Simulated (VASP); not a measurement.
# Ni in VASP: single point with PBE

Aim: the single point of Ni with PBE.

Program: VASP 6.6.1. These are calculated values, not measurements. Logs are shortened: lines on timing, memory, paths and dates and some standing lists are left out, and cuts for length are marked.

## 1. The structure

The cell holds a slab with vacuum, 3 atoms: a = 2.489 Å, b = 2.489 Å, c = 16.520 Å, α = 90.00°, β = 90.00°, γ = 90.00°.

The slab is cut from a database's or a generator's crystal, which needn't be the stable form of the element.

## 2. Single point, PBE, collinear spin, typed start

INCAR

```
  PREC = Accurate
  ENCUT = 520
  EDIFF = 1E-7
  ISMEAR = -1
  SIGMA = 0.1
  LREAL = F
  LASPH = T
  NELM = 150
  ALGO = Fast
  ISIF = 2
  LWAVE = F
  LCHARG = F
  ISPIN = 2
  MAGMOM = 1 1 1
  LORBIT = 11
  LMAXMIX = 4
  LDIPOL = T
  IDIPOL = 3
  DIPOL = 0.5 0.5 0.500
  GGA = PE
  NBANDS = 26
```

KPOINTS

```
regular mesh
0
Gamma
  16 16 1
```

POSCAR

```
Ni
1.0
    2.4893867674      0.0000000000      0.0000000000
    0.0000000000      2.4893867674      0.0000000000
    0.0000000000      0.0000000000     16.5205000000
Ni
3
Direct
    0.0000000000      0.0000000000      0.3966498715
    0.5000000000      0.5000000000      0.4999998148
    0.0000000000      0.0000000000      0.6033503138
```

Potentials or basis: VASP PAW PBE potentials, release 64 (Ni).

Launch:

```console
cat potpaw_PBE.64/Ni/POTCAR > POTCAR
mpirun -np 1 vasp_std > vasp.out
```

OUTCAR:

```text
PREC = Accurate
   ENCUT = 520
   EDIFF = 1E-7
   ISMEAR = -1
   LREAL = F
   LASPH = T
   NELM = 150
   ISIF = 2
   ISPIN = 2
   LORBIT = 11
   GGA = PE

 ion  position               nearest neighbor table
   1  0.000  0.000  0.397-   2 2.45   2 2.45   2 2.45   2 2.45
   2  0.500  0.500  0.500-   1 2.45   1 2.45   1 2.45   1 2.45   3 2.45   3 2.45   3 2.45   3 2.45

   3  0.000  0.000  0.603-   2 2.45   2 2.45   2 2.45   2 2.45

  LATTYP: Found a simple tetragonal cell.
 ALAT       =     2.4893867674
 C/A-ratio  =     6.6363733496

  Lattice vectors:

 A1 = (   2.4893867674,   0.0000000000,   0.0000000000)
 A2 = (   0.0000000000,   2.4893867674,   0.0000000000)
 A3 = (   0.0000000000,   0.0000000000,  16.5205000000)

Analysis of symmetry for initial positions (statically):
=====================================================================
 Subroutine PRICEL returns:
 Original cell was already a primitive cell.

 Routine SETGRP: Setting up the symmetry group for a
 simple tetragonal supercell.

 Subroutine GETGRP returns: Found 16 space group operations
 (whereof 16 operations were pure point group operations)
 out of a pool of 16 trial point group operations.

The static configuration has the point symmetry D_4h.

Analysis of symmetry for dynamics (positions and initial velocities):
=====================================================================
 Subroutine PRICEL returns:
 Original cell was already a primitive cell.

 Routine SETGRP: Setting up the symmetry group for a
 simple tetragonal supercell.

 Subroutine GETGRP returns: Found 16 space group operations
 (whereof 16 operations were pure point group operations)
 out of a pool of 16 trial point group operations.

The dynamic configuration has the point symmetry D_4h.

Analysis of structural, dynamic, and magnetic symmetry:
=====================================================================
 Subroutine PRICEL returns:
 Original cell was already a primitive cell.

 Routine SETGRP: Setting up the symmetry group for a
 simple tetragonal supercell.

 Subroutine GETGRP returns: Found 16 space group operations
 (whereof 16 operations were pure point group operations)
 out of a pool of 16 trial point group operations.

The overall configuration has the point symmetry D_4h.

 Subroutine INISYM returns: Found 16 space group operations
 (whereof 16 operations are pure point group operations),
 and found     1 'primitive' translations

----------------------------------------------------------------------------------------

                                     Primitive cell

  volume of cell :     102.3783

  direct lattice vectors                    reciprocal lattice vectors
     2.489386767  0.000000000  0.000000000     0.401705357  0.000000000  0.000000000
     0.000000000  2.489386767  0.000000000     0.000000000  0.401705357  0.000000000
     0.000000000  0.000000000 16.520500000     0.000000000  0.000000000  0.060530856

  length of vectors
     2.489386767  2.489386767 16.520500000     0.401705357  0.401705357  0.060530856

  position of ions in fractional coordinates (direct lattice)
     0.000000000  0.000000000  0.396649872
     0.500000000  0.500000000  0.499999815
     0.000000000  0.000000000  0.603350314

  ion indices of the primitive-cell ions
   primitive index   ion index
                 1           1
                 2           2
                 3           3

----------------------------------------------------------------------------------------

 KPOINTS: regular mesh

Automatic generation of k-mesh.
 Grid dimensions read from file:
 generate k-points for:   16   16    1

 Generating k-lattice:

  Cartesian coordinates                     Fractional coordinates (reciprocal lattice)
     0.025106585  0.000000000  0.000000000     0.062500000  0.000000000  0.000000000
     0.000000000  0.025106585  0.000000000     0.000000000  0.062500000  0.000000000
     0.000000000  0.000000000  0.060530856     0.000000000  0.000000000  1.000000000

  Length of vectors
     0.025106585  0.025106585  0.060530856

  Shift w.r.t. Gamma in fractional coordinates (k-lattice)
     0.000000000  0.000000000  0.000000000

 Subroutine IBZKPT returns following result:
 ===========================================

 Found     45 irreducible k-points:

 Following reciprocal coordinates:
            Coordinates               Weight
  0.000000  0.000000  0.000000      1.000000
  0.062500  0.000000  0.000000      4.000000
  0.125000  0.000000  0.000000      4.000000
  0.187500  0.000000  0.000000      4.000000
  0.250000  0.000000  0.000000      4.000000
  0.312500  0.000000  0.000000      4.000000
[... 16 lines left out ...]
  0.437500  0.125000  0.000000      8.000000
  0.500000  0.125000  0.000000      4.000000
 [... further k-points ...]
   k-points           NKPTS =     45   k-points in BZ     NKDIM =     45   number of bands    NBANDS=     26
   number of dos      NEDOS =    301   number of ions     NIONS =      3
   total plane-waves  NPLWV =  50400
   dimension x,y,z NGX =    20 NGY =   20 NGZ =  126
   dimension x,y,z NGXF=    40 NGYF=   40 NGZF=  252
   ions per type =               3
   NGX,Y,Z   is equivalent  to a cutoff of  13.36, 13.36, 12.68 a.u.
   NGXF,Y,Z  is equivalent  to a cutoff of  26.71, 26.71, 25.36 a.u.
 SYSTEM =  unknown system
   PREC   = accura    normal or accurate (medium, high low for compatibility)
   ISTART =      0    job   : 0-new  1-cont  2-samecut
   ICHARG =      2    charge: 1-file 2-atom 10-const
   ISPIN  =      2    spin polarized calculation?
   LNONCOLLINEAR =      F non collinear calculations
   LSORBIT =      F    spin-orbit coupling
   LASPH  =      T    aspherical Exc in radial PAW
   ENCUT  =  520.0 eV  38.22 Ry    6.18 a.u.   4.63  4.63 30.72*2*pi/ulx,y,z
   NELM   =    150;   NELMIN=  2; NELMDL= -5     # of ELM steps
   EDIFF  = 0.1E-06   stopping-criterion for ELM
   LREAL  =      F    real-space projection
   EDIFFG = 0.1E-05   stopping-criterion for IOM
   NSW    =      0    number of steps for IOM
   IBRION =     -1    ionic relax: 0-MD 1-quasi-New 2-CG
   NFREE  =      0    steps in history (QN), initial steepest desc. (CG)
   ISIF   =      2    stress and relaxation
   ISYM   =      2    0-nonsym 1-usesym 2-fastsym
   POTIM  = 0.5000    time-step for ionic-motion
   TEBEG  =    0.0;   TEEND  =   0.0 temperature during run
   PSTRESS=    0.0 pullay stress
   NELECT =      30.0000    total number of electrons
   NUPDOWN=      -1.0000    fix difference up-down
   EMIN   =  10.00;   EMAX   =-10.00  energy-range for DOS
   EFERMI =   0.00;   METHOD = LEGACY
   ISMEAR =    -1;   SIGMA  =   0.10  broadening in eV -4-tet -1-fermi 0-gaus
   EFERMI_NEDOS =   21; number of points for ismear=-14 and -15
   IALGO  =     68    algorithm
   IMIX   =      4    mixing-type and parameters
     AMIX     =   0.40;   BMIX     =  1.00
     AMIX_MAG =   1.60;   BMIX_MAG =  1.00
  volume/ion in A,a.u.               =      34.13       230.29
  Fermi-wavevector in a.u.,A,eV,Ry     =   1.087375  2.054840 16.087311  1.182384
  Thomas-Fermi vector in A             =   2.223533
   LORBIT       =     11    0 simple, 1 ext, 2 COOP (PROOUT), +10 PAW based schemes
   GGA     = PE    functional components
   LHFCALC =     F    Hartree Fock is set to
   AEXX    =    0.0000 exact exchange contribution
   IVDW    =     0    specifies the selected vdW correction
   LEPSILON=     F    determine dielectric tensor
   LRPA    =     F    only Hartree local field effects (RPA)
 spin polarized calculation
 RMM-DIIS sequential band-by-band and
  energy-cutoff  :      520.00
  volume of cell :      102.38
 maximum number of plane-waves:      2803
 NGX is ok and might be reduce to    20
   NGX =  9   NGY =  9   NGZ = 61

 dipolmoment           0.000000      0.000000     -0.000000 electrons x Angstroem

 number of electron      29.9999954 magnetization       2.0662951

 dipolmoment           0.000000      0.000000      0.000000 electrons x Angstroem

 Free energy of the ion-electron system (eV)
  ---------------------------------------------------
  ext. energy  EPLUGINS =         0.00000000
  ---------------------------------------------------
  free energy    TOTEN  =       -14.77997320 eV

  energy without entropy =      -14.60769600  energy(sigma->0) =      -14.69383460

 E-fermi :  -0.2337     XC(G=0):  -5.3794

 val. band max:       -0.2337045214   @ k =   0.5000   0.0000   0.0000
 cond. band min:      -0.2273139689   @ k =   0.0625   0.0000   0.0000
 fundamental gap:      0.0063905525
 Fermi energy:        -0.2336510188

 spin component 1

 k-point     1 :       0.0000    0.0000    0.0000
  band No.  band energies     occupation
      1      -8.2991      1.00000
      2      -5.7185      1.00000
      3      -4.6678      1.00000
      4      -4.1458      1.00000
      5      -3.3008      1.00000
      6      -2.7005      1.00000
[... 18 lines left out ...]
     25      13.8995      0.00000
     26      14.4527      0.00000

 k-point     2 :       0.0625    0.0000    0.0000
  band No.  band energies     occupation
      1      -8.2006      1.00000
      2      -5.6332      1.00000
      3      -4.6062      1.00000
      4      -4.1157      1.00000
      5      -3.2857      1.00000
      6      -2.6764      1.00000
[... 18 lines left out ...]
     25      13.9910      0.00000
[... 608 lines left out ...]
     25      10.9733      0.00000
     26      11.0737      0.00000

 k-point    24 :       0.5000    0.1250    0.0000
  band No.  band energies     occupation
      1      -4.5645      1.00000
      2      -4.3691      1.00000
      3      -3.6820      1.00000
      4      -3.1249      1.00000
      5      -2.9264      1.00000
      6      -2.8611      1.00000
[... 18 lines left out ...]
     25      10.7070      0.00000
     26      11.8249      0.00000

 [... further k-points ...]

 spin component 2

 k-point     1 :       0.0000    0.0000    0.0000
  band No.  band energies     occupation
      1      -8.3203      1.00000
      2      -5.6860      1.00000
      3      -4.3675      1.00000
      4      -3.5773      1.00000
      5      -2.6058      1.00000
      6      -2.0038      1.00000
[... 18 lines left out ...]
     25      13.8728      0.00000
     26      14.4842      0.00000

 k-point     2 :       0.0625    0.0000    0.0000
  band No.  band energies     occupation
      1      -8.2214      1.00000
      2      -5.5978      1.00000
      3      -4.3018      1.00000
      4      -3.5483      1.00000
      5      -2.5916      1.00000
      6      -1.9786      1.00000
[... 18 lines left out ...]
     25      13.9643      0.00000
[... 608 lines left out ...]
     25      11.0031      0.00000
     26      11.0355      0.00000

 k-point    24 :       0.5000    0.1250    0.0000
  band No.  band energies     occupation
      1      -4.2233      1.00000
      2      -3.8354      1.00000
      3      -3.3975      1.00000
      4      -2.4534      1.00000
      5      -2.4454      1.00000
      6      -2.2263      1.00000
[... 18 lines left out ...]
     25      10.6690      0.00000
     26      11.8293      0.00000

 [... further k-points ...]

------------------------ aborting loop because EDIFF is reached ----------------------------------------

 vacuum level on the upper side and lower side of the slab       (xc-potential included)         0.009         0.012

  FORCE on cell =-STRESS in cart. coord.  units (eV):
  Direction    XX          YY          ZZ          XY          YZ          ZX
  --------------------------------------------------------------------------------------
  -------------------------------------------------------------------------------------
  Total       -1.4182695     -1.4182695      0.0273919      0.0000000      0.0000000      0.0000000
  in kB      -22.1953193    -22.1953193      0.4286717      0.0000000      0.0000000      0.0000000
  external PRESSURE =     -14.6539890 kB  Pullay stress =       0.0000000 kB

 VOLUME and BASIS-vectors are now :
 -----------------------------------------------------------------------------
  energy-cutoff  :      520.00
  volume of cell :      102.38
      direct lattice vectors                 reciprocal lattice vectors
     2.489386767  0.000000000  0.000000000     0.401705357  0.000000000  0.000000000
     0.000000000  2.489386767  0.000000000     0.000000000  0.401705357  0.000000000
     0.000000000  0.000000000 16.520500000     0.000000000  0.000000000  0.060530856

 POSITION                                       TOTAL-FORCE (eV/Angst)
 -----------------------------------------------------------------------------------
      0.00000      0.00000      6.55285         0.000000     -0.000000     -0.010013
      1.24469      1.24469      8.26025        -0.000000      0.000000      0.000000
      0.00000      0.00000      9.96765        -0.000000     -0.000000      0.010013
 -----------------------------------------------------------------------------------
    total drift:                               -0.000000      0.000000      0.000184

  FREE ENERGIE OF THE ION-ELECTRON SYSTEM (eV)
  ---------------------------------------------------
  free  energy   TOTEN  =       -14.7799732036 eV

  energy  without entropy=      -14.6076959984  energy(sigma->0) =      -14.69383460

 vacuum level on the upper side and lower side of the slab         4.626         4.626

 total charge

# of ion       s       p       d       tot
------------------------------------------
    1        0.478   0.347   8.325   9.150
    2        0.501   0.519   8.321   9.342
    3        0.478   0.347   8.325   9.150
--------------------------------------------------
tot          1.457   1.213  24.972  27.642

 magnetization (x)

# of ion       s       p       d       tot
------------------------------------------
    1       -0.002  -0.017   0.750   0.731
    2       -0.007  -0.024   0.676   0.645
    3       -0.002  -0.017   0.750   0.731
--------------------------------------------------
tot         -0.012  -0.058   2.175   2.106
```

Run time: 11 min. Hardware: 1 thread of Intel Xeon Platinum 8175M at 2.50GHz (Skylake/Cascade Lake), shared host; peak memory 0.35 GiB.

Results:

| Property | Result |
| --- | --- |
| Free energy | -14.7800 eV |
| Largest force | 0.010 eV/Å |
| Band gap on the k mesh | none (metal or under the smearing width) |
| Net moment | 2.07 μB per cell |
| Site moments | Ni +0.73, +0.65 μB |
| Valence electrons inside the program's atomic spheres | Ni 9.15, 9.34 |

Forces in eV/Å, atoms in the order of the input:
```
Ni   0.000  0.000 -0.010
Ni   0.000  0.000  0.000
Ni   0.000  0.000  0.010
```

Levels at points of the mesh, in eV from the Fermi level:
Spin up:
```tsv
k point	band 12	band 13	band 14	band 15	band 16	band 17	band 18	band 19	band 20	band 21
(0.00, 0.00, 0.00)	-1.18	-1.18	-0.73	-0.56	-0.56	-0.55	-0.37	1.75	4.57	5.41
(0.50, 0.00, 0.00)	-1.01	-0.76	-0.75	-0.59	0.57	0.91	1.06	4.30	4.97	7.73
(0.50, 0.50, 0.00)	-0.63	-0.46	-0.22	-0.22	3.88	3.88	7.31	7.31	9.55	9.80
```
Spin down:
| k point | band 10 | band 11 | band 12 | band 13 | band 14 | band 15 | band 16 | band 17 | band 18 | band 19 |
| --- | --- | --- | --- | --- | --- | --- | --- | --- | --- | --- |
| (0.00, 0.00, 0.00) | -0.72 | -0.48 | -0.36 | -0.36 | -0.22 | 0.05 | 0.23 | 0.32 | 0.32 | 1.76 |
| (0.50, 0.00, 0.00) | -0.98 | -0.75 | -0.17 | 0.00 | 0.09 | 0.25 | 0.53 | 1.43 | 1.43 | 4.63 |
| (0.50, 0.50, 0.00) | -0.18 | -0.18 | 0.11 | 0.26 | 0.66 | 0.66 | 3.95 | 3.95 | 7.44 | 7.44 |
